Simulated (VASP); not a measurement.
## VASP 6.6.1, r²SCAN single-point calculation, CdS (strained zincblende)

INCAR

```
LREAL = .FALSE.
ALGO = Normal
LWAVE = .FALSE.
SIGMA = 0.01
NELM = 120
IBRION = -1
LCHARG = .FALSE.
EDIFF = 1E-7
NSW = 0
LASPH = .TRUE.
PREC = Accurate
ENCUT = 520
NBANDS = 16
ISMEAR = 0
ISIF = 2
METAGGA = R2SCAN
```

KPOINTS

```
KPOINTS created by Atomic Simulation Environment
0
Gamma
8 8 8
0 0 0
```

KPOINTS_OPT

```
special points
6
Reciprocal
0.0000000000 0.0000000000 0.0000000000 1
-0.5000000000 -0.5000000000 0.0000000000 1
-0.3750000000 -0.3750000000 0.2500000000 1
-0.3750000000 0.0000000000 0.3750000000 1
0.0000000000 0.0000000000 0.5000000000 1
-0.5000000000 -0.2500000000 0.2500000000 1
```

POSCAR

```
Cd S
 1.0000000000000000
     0.0000000000000000    2.8216462493000001    2.8216462493000001
     2.8216462493000001    0.0000000000000000    2.8216462493000001
     2.8216462493000001    2.8216462493000001    0.0000000000000000
 Cd  S
   1   1
Cartesian
  0.0000000000000000  0.0000000000000000  0.0000000000000000
  1.4108231246499998  1.4108231246499998  1.4108231246499998
```

VASP ran with the recommended PBE PAW datasets (18 valence electrons in the cell).

Command

```
mpirun -np 1 vasp_std
```

OSZICAR

```
N       E                     dE             d eps       ncg     rms          rms(c)
DAV:   1     0.884925828030E+02    0.88493E+02   -0.94252E+03   936   0.107E+03
DAV:   2    -0.303615572928E+02   -0.11885E+03   -0.11225E+03  1128   0.267E+02
DAV:   3    -0.346381295930E+02   -0.42766E+01   -0.42683E+01  1200   0.535E+01
DAV:   4    -0.346618902019E+02   -0.23761E-01   -0.23759E-01  1096   0.397E+00
DAV:   5    -0.346621690905E+02   -0.27889E-03   -0.27889E-03  1208   0.404E-01    0.100E+01
DAV:   6    -0.295355778639E+02    0.51266E+01   -0.30605E+00   960   0.276E+01    0.104E+01
DAV:   7    -0.295000255745E+02    0.35552E-01   -0.32567E-01  1136   0.585E+00    0.616E+00
DAV:   8    -0.295095463250E+02   -0.95208E-02   -0.56669E-02  1144   0.263E+00    0.126E+00
DAV:   9    -0.295118632658E+02   -0.23169E-02   -0.37979E-03  1160   0.625E-01    0.164E-01
DAV:  10    -0.295119482269E+02   -0.84961E-04   -0.18015E-03  1128   0.414E-01    0.146E-01
DAV:  11    -0.295118973193E+02    0.50908E-04   -0.13075E-04  1056   0.165E-01    0.828E-02
DAV:  12    -0.295118974334E+02   -0.11409E-06   -0.10708E-04  1120   0.119E-01    0.526E-02
DAV:  13    -0.295118946408E+02    0.27926E-05   -0.66055E-06  1064   0.405E-02    0.388E-03
DAV:  14    -0.295118944089E+02    0.23185E-06   -0.39184E-07  1160   0.670E-03    0.124E-03
DAV:  15    -0.295118944640E+02   -0.55108E-07   -0.51968E-08   592   0.357E-03
   1 F= -.29511894E+02 E0= -.29511894E+02  d E =-.114911E-80
       N       E                     dE             ncg
DAV:   1     0.117240497121E+04   -0.30625E+04      200
DAV:   2     0.499246791260E+03   -0.67316E+03      232
DAV:   3     0.475611916454E+03   -0.23635E+02      248
DAV:   4     0.475489624772E+03   -0.12229E+00      248
DAV:   5     0.475488164524E+03   -0.14602E-02      232
DAV:   6     0.475488139337E+03   -0.25186E-04      232
DAV:   7     0.475488138784E+03   -0.55267E-06      280
DAV:   8     0.475488138772E+03   -0.12687E-07      184
```

From OUTCAR

```
k-points           NKPTS =     29   k-points in BZ     NKDIM =     29   number of bands    NBANDS=     16

   NELECT =      18.0000    total number of electrons

   dimension x,y,z NGX =    30 NGY =   30 NGZ =   30
   dimension x,y,z NGXF=    60 NGYF=   60 NGZF=   60

  energy-cutoff  :      520.00
  volume of cell :       44.93
      direct lattice vectors                 reciprocal lattice vectors
     0.000000000  2.821646249  2.821646249    -0.177201518  0.177201518  0.177201518
     2.821646249  0.000000000  2.821646249     0.177201518 -0.177201518  0.177201518
     2.821646249  2.821646249  0.000000000     0.177201518  0.177201518 -0.177201518

 k-points in reciprocal lattice and weights: KPOINTS created by Atomic Simulation Env
   0.00000000  0.00000000  0.00000000       0.002
   0.12500000  0.00000000  0.00000000       0.016
   0.25000000  0.00000000  0.00000000       0.016
   0.37500000  0.00000000  0.00000000       0.016
   0.50000000  0.00000000  0.00000000       0.008
   0.12500000  0.12500000  0.00000000       0.012
   0.25000000  0.12500000  0.00000000       0.047
   0.37500000  0.12500000  0.00000000       0.047
   ...

 E-fermi :   2.1074

 k-point     1 :       0.0000    0.0000    0.0000
  band No.  band energies     occupation
      1     -11.5955      2.00000
      2      -6.4319      2.00000
      3      -6.4319      2.00000
      4      -6.4319      2.00000
      5      -5.7561      2.00000
      6      -5.7561      2.00000
      7       1.9747      2.00000
      8       1.9747      2.00000
      9       1.9747      2.00000
     10       3.7886      0.00000
     11       8.9905      0.00000
     12       8.9905      0.00000
     13       8.9905      0.00000
     14      14.1221      0.00000
     15      14.1221      0.00000
     16      14.5283      0.00000

 k-point     2 :       0.1250    0.0000    0.0000
  band No.  band energies     occupation
      1     -11.5183      2.00000
      2      -6.4015      2.00000
      3      -6.4015      2.00000
      4      -6.3703      2.00000
      5      -5.7576      2.00000
      6      -5.7576      2.00000
      7       0.9169      2.00000
      8       1.8238      2.00000
      9       1.8238      2.00000
     10       4.5996      0.00000
     11       8.7418      0.00000
     12       9.2242      0.00000
     13       9.2242      0.00000
     14      13.4488      0.00000
     15      13.4488      0.00000
     16      14.8975      0.00000

 k-point     3 :       0.2500    0.0000    0.0000
  band No.  band energies     occupation
      1     -11.3306      2.00000
      2      -6.3351      2.00000
      3      -6.3351      2.00000
      4      -6.1375      2.00000
      5      -5.7506      2.00000
      6      -5.7506      2.00000
      7      -0.7824      2.00000
      8       1.4848      2.00000
      9       1.4848      2.00000
     10       5.4186      0.00000
     11       8.8336      0.00000
     12       9.5518      0.00000
     13       9.5518      0.00000
     14      13.2124      0.00000
     15      13.2124      0.00000
     16      14.0334      0.00000

 k-point     4 :       0.3750    0.0000    0.0000
  band No.  band energies     occupation
      1     -11.1428      2.00000
      2      -6.2829      2.00000
      3      -6.2829      2.00000
      4      -5.7233      2.00000
      5      -5.7233      2.00000
      6      -5.6681      2.00000
      7      -2.3655      2.00000
      8       1.1708      2.00000
      9       1.1708      2.00000
     10       5.5989      0.00000
     11       9.5102      0.00000
     12       9.5102      0.00000
     13       9.6791      0.00000
     14      13.7270      0.00000
     15      14.2276      0.00000
     16      14.2276      0.00000

 k-point     5 :       0.5000    0.0000    0.0000
  band No.  band energies     occupation
      1     -11.0657      2.00000
      2      -6.2665      2.00000
      3      -6.2665      2.00000
      4      -5.7047      2.00000
      5      -5.7047      2.00000
      6      -5.2731      2.00000
      7      -3.1719      2.00000
      8       1.0457      2.00000
      9       1.0457      2.00000
     10       5.5849      0.00000
     11       9.4221      0.00000
     12       9.4221      0.00000
     13      10.1759      0.00000
     14      13.9606      0.00000
     15      15.3628      0.00000
     16      15.3628      0.00000

 k-point     6 :       0.1250    0.1250    0.0000
  band No.  band energies     occupation
      1     -11.4928      2.00000
      2      -6.3870      2.00000
      3      -6.3727      2.00000
      4      -6.3727      2.00000
      5      -5.7786      2.00000
      6      -5.7385      2.00000
      7       0.9734      2.00000
      8       1.5707      2.00000
      9       1.5707      2.00000
     10       4.9052      0.00000
     11       8.2595      0.00000
     12       9.5284      0.00000
     13       9.5284      0.00000
     14      12.3150      0.00000
     15      14.2160      0.00000
     16      15.8753      0.00000

 k-point     7 :       0.2500    0.1250    0.0000
  band No.  band energies     occupation
      1     -11.3423      2.00000
      2      -6.3360      2.00000
      3      -6.3015      2.00000
      4      -6.2152      2.00000
      5      -5.7839      2.00000
      6      -5.7215      2.00000
      7      -0.2931      2.00000
      8       1.1773      2.00000
      9       1.2725      2.00000
     10       5.7595      0.00000
     11       8.0050      0.00000
     12       9.7133      0.00000
     13      10.0244      0.00000
     14      11.9656      0.00000
     15      14.0816      0.00000
     16      15.5623      0.00000

 k-point     8 :       0.3750    0.1250    0.0000
  band No.  band energies     occupation
      1     -11.1553      2.00000
      2      -6.2797      2.00000
      3      -6.2406      2.00000
      4      -5.9038      2.00000
      5      -5.7015      2.00000
      6      -5.6802      2.00000
      7      -1.8292      2.00000
      8       0.8560      2.00000
      9       0.8769      2.00000
     10       6.1780      0.00000
     11       8.5072      0.00000
     12       9.5847      0.00000
     13      10.0922      0.00000
     14      12.9954      0.00000
     15      14.7215      0.00000
     16      15.0012      0.00000

 k-point     9 :       0.5000    0.1250    0.0000
  band No.  band energies     occupation
      1     -11.0426      2.00000
      2      -6.2511      2.00000
      3      -6.2203      2.00000
      4      -5.7672      2.00000
      5      -5.7000      2.00000
      6      -5.2689      2.00000
      7      -2.9387      2.00000
      8       0.4966      2.00000
      9       0.8206      2.00000
     10       6.2268      0.00000
     11       8.6107      0.00000
     12       9.8732      0.00000
     13      10.4087      0.00000
     14      13.8968      0.00000
     15      15.3913      0.00000
     16      15.4022      0.00000

 k-point    10 :      -0.3750    0.1250    0.0000
  band No.  band energies     occupation
      1     -11.0680      2.00000
      2      -6.2486      2.00000
      3      -6.2385      2.00000
      4      -5.7475      2.00000
      5      -5.7368      2.00000
      6      -5.3993      2.00000
      7      -2.6670      2.00000
      8       0.3739      2.00000
      9       1.0364      2.00000
     10       6.2621      0.00000
     11       8.7477      0.00000
     12       9.7650      0.00000
     13      10.1333      0.00000
     14      13.9188      0.00000
     15      14.5247      0.00000
     16      15.7088      0.00000

 k-point    11 :      -0.2500    0.1250    0.0000
  band No.  band energies     occupation
      1     -11.2173      2.00000
      2      -6.2943      2.00000
      3      -6.2753      2.00000
      4      -5.9780      2.00000
      5      -5.7747      2.00000
      6      -5.6898      2.00000
      7      -1.3415      2.00000
      8       0.5735      2.00000
      9       1.4175      2.00000
     10       6.1509      0.00000
     11       8.8353      0.00000
     12       9.2654      0.00000
     13       9.7341      0.00000
     14      12.5958      0.00000
     15      14.4866      0.00000
     16      15.1617      0.00000

 k-point    12 :      -0.1250    0.1250    0.0000
  band No.  band energies     occupation
      1     -11.4044      2.00000
      2      -6.3661      2.00000
      3      -6.3375      2.00000
      4      -6.2667      2.00000
      5      -5.7770      2.00000
      6      -5.7351      2.00000
      7       0.0673      2.00000
      8       1.1399      2.00000
      9       1.7545      2.00000
     10       5.4112      0.00000
     11       8.4890      0.00000
     12       9.4328      0.00000
     13       9.5233      0.00000
     14      12.5204      0.00000
     15      13.5665      0.00000
     16      15.9176      0.00000

 ...

  Total        2.8718876      2.8718876      2.8718876      0.0000000     -0.0000000     -0.0000000
  in kB      102.4095186    102.4095186    102.4095186      0.0000000     -0.0000000     -0.0000000
  external PRESSURE =     102.4095186 kB  Pullay stress =       0.0000000 kB

 POSITION                                       TOTAL-FORCE (eV/Angst)
 -----------------------------------------------------------------------------------
      0.00000      0.00000      0.00000         0.000000      0.000000      0.000000
      1.41082      1.41082      1.41082        -0.000000     -0.000000     -0.000000
 -----------------------------------------------------------------------------------
    total drift:                               -0.000007     -0.000007     -0.000007

  FREE ENERGIE OF THE ION-ELECTRON SYSTEM (eV)
  ---------------------------------------------------
  free  energy   TOTEN  =       -29.5118944640 eV

  energy  without entropy=      -29.5118944640  energy(sigma->0) =      -29.51189446
```

```json
{
  "gap between bands v and c": "1.81 eV",
  "least direct gap": "1.81 eV",
  "pressure": "10.2 GPa"
}
```

Band v is the last that the valence electrons fill when counted band by band, and c is the next.

The run took about 73 s on one core of a shared host (Intel Xeon Platinum 8488C) and held 0.18 GiB at most.
